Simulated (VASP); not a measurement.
# Settings for BN: band structure

BN, F-43m (no. 216), 2 atoms in the cell. RPBE; PAW potentials N, B (PBE set). VASP 6.6.1.

Wanted: band energies at the path's corners within 0.006 eV; smallest gap over path and mesh within 0.003 eV.

What the run is for: bands; Accuracy asked: tight; Route: KPOINTS_OPT.

Band energies at the path's corners: counted from the valence top.

POSCAR:
```
BN
1.0
    0.0000000000      1.8130010000      1.8130010000
    1.8130010000      0.0000000000      1.8130010000
    1.8130010000      1.8130010000      0.0000000000
N B
1 1
Direct
    0.2500000000      0.2500000000      0.2500000000
    0.0000000000      0.0000000000      0.0000000000
```

The series start from Plane-wave cutoff (eV): 460; k-point mesh: 8 × 8 × 8; k points a path segment: 12; Electronic threshold (eV): 1e-6; Precision mode (PREC): Accurate; Bands in all (NBANDS): 16; Aspherical gradient terms in the spheres (LASPH): yes. Each series keeps the choices made before it, and each single choice may use up half of a tolerance.

## Plane-wave cutoff (eV)

| Plane-wave cutoff (eV) | Band energies at the path's corners, largest deviation (eV) | Smallest gap over path and mesh (eV) | Time (s) |
|---|---|---|---|
| 320 | 0.0933 | 4.4797 | 3.4 |
| 400 | 0.0521 | 4.4309 | 9.0 |
| 460 | 0.0047 | 4.4798 | 9.0 |
| 520 | 0.0012 | 4.4793 | 11 |
| 640 (reference) | 0.0000 | 4.4786 | 9.6 |

Chosen: 520, the loosest value from which every tighter one stays within half of the tolerance.

## k-point mesh

| k-point mesh | Band energies at the path's corners, largest deviation (eV) | Smallest gap over path and mesh (eV) | Time (s) |
|---|---|---|---|
| 4 × 4 × 4 | 0.0277 | 4.4579 | 6.7 |
| 5 × 5 × 5 | 0.0079 | 4.4734 | 7.3 |
| 6 × 6 × 6 | 0.0023 | 4.4777 | 7.8 |
| 7 × 7 × 7 | 0.0007 | 4.4790 | 8.1 |
| 8 × 8 × 8 | 0.0002 | 4.4793 | 11 |
| 11 × 11 × 11 | 0.0000 | 4.4795 | 12 |
| 13 × 13 × 13 (reference) | 0.0000 | 4.4795 | 14 |

Chosen: 7 × 7 × 7.

## Electronic threshold (eV)

| Electronic threshold (eV) | Band energies at the path's corners, largest deviation (eV) | Smallest gap over path and mesh (eV) | Time (s) |
|---|---|---|---|
| 0.001 | 0.0062 | 4.4728 | 4.0 |
| 0.0001 | 0.0001 | 4.4790 | 4.4 |
| 1e-5 | 0.0001 | 4.4790 | 4.5 |
| 1e-6 | 0.0001 | 4.4790 | 5.0 |
| 1e-7 (reference) | 0.0000 | 4.4790 | 5.3 |

Chosen: 0.0001.

## Precision mode (PREC)

| Precision mode (PREC) | Band energies at the path's corners, largest deviation (eV) | Smallest gap over path and mesh (eV) | Time (s) |
|---|---|---|---|
| SingleN | 0.0011 | 4.4797 | 2.0 |
| Normal | 0.0001 | 4.4790 | 2.1 |
| Accurate (reference) | 0.0000 | 4.4790 | 4.4 |

Chosen: SingleN.

## Bands in all (NBANDS)

| Bands in all (NBANDS) | Band energies at the path's corners, largest deviation (eV) | Smallest gap over path and mesh (eV) | Time (s) |
|---|---|---|---|
| 6 | 0.0197 | 4.4800 | 1.2 |
| 7 | 0.0003 | 4.4799 | 1.3 |
| 8 | 0.0002 | 4.4797 | 1.4 |
| 10 | 0.0002 | 4.4797 | 1.5 |
| 16 | 0.0001 | 4.4797 | 2.0 |
| 26 (reference) | 0.0000 | 4.4796 | 2.9 |

Chosen: 7.

## Aspherical gradient terms in the spheres (LASPH)

| Aspherical gradient terms in the spheres (LASPH) | Band energies at the path's corners, largest deviation (eV) | Smallest gap over path and mesh (eV) | Time (s) |
|---|---|---|---|
| no | 0.0000 | 4.4799 | 1.0 |
| yes (reference) | 0.0000 | 4.4799 | 1.3 |

Chosen: no.

Also changed on the way, by series that aren't shown: k points a path segment: 5.

## All choices together

| Input | Band energies at the path's corners, largest deviation (eV) | Smallest gap over path and mesh (eV) | Time (s) |
|---|---|---|---|
| the program's defaults (naive) | 0.0522 | 4.4307 | 2.5 |
| chosen settings | 0.0012 | 4.4799 | 1.0 |
| reference settings throughout | 0.0000 | 4.4788 | 39 |

The tolerance is met.

## The input

INCAR:
```
SYSTEM = BN
GGA = RP ; ISMEAR = 0
SIGMA = 0.03 ; LWAVE = .False.
LCHARG = .False. ; NBANDS = 7
PREC = SingleN ; LASPH = .False.
LREAL = .False. ; ALGO = Normal
EDIFF = 1E-4 ; NELM = 120
GGA_COMPAT = .False. ; ENCUT = 520
EFERMI = MIDGAP
```

KPOINTS:
```
Automatic mesh
0
Gamma
  7 7 7
  0 0 0
```

KPOINTS_OPT:
```
path GXWKGLUWLK,UX
5
line-mode
reciprocal
 0.0000000000  0.0000000000  0.0000000000  G
 0.5000000000  0.0000000000  0.5000000000  X

 0.5000000000  0.0000000000  0.5000000000  X
 0.5000000000  0.2500000000  0.7500000000  W

 0.5000000000  0.2500000000  0.7500000000  W
 0.3750000000  0.3750000000  0.7500000000  K

 0.3750000000  0.3750000000  0.7500000000  K
 0.0000000000  0.0000000000  0.0000000000  G

 0.0000000000  0.0000000000  0.0000000000  G
 0.5000000000  0.5000000000  0.5000000000  L

 0.5000000000  0.5000000000  0.5000000000  L
 0.6250000000  0.2500000000  0.6250000000  U

 0.6250000000  0.2500000000  0.6250000000  U
 0.5000000000  0.2500000000  0.7500000000  W

 0.5000000000  0.2500000000  0.7500000000  W
 0.5000000000  0.5000000000  0.5000000000  L

 0.5000000000  0.5000000000  0.5000000000  L
 0.3750000000  0.3750000000  0.7500000000  K

 0.6250000000  0.2500000000  0.6250000000  U
 0.5000000000  0.0000000000  0.5000000000  X
```

Commands:
```
cat potpaw_PBE.64/N/POTCAR potpaw_PBE.64/B/POTCAR > POTCAR
mpirun -np 1 vasp_std > vasp.out
```

Limits: RPBE gaps are mostly well below measured ones.

The chosen input took VASP 6.6.1 1.0 s on 1 core (Intel Xeon Platinum 8488C (Sapphire Rapids)), a shared host.

## An input that fails: fixed density asked without a density file

VASP's message: ERROR: charge density could not be read from file CHGCAR for ICHARG>10.

Changes against the starting input:
```
- NELM = 120
+ NELM = 95
+ ICHARG = 11
```
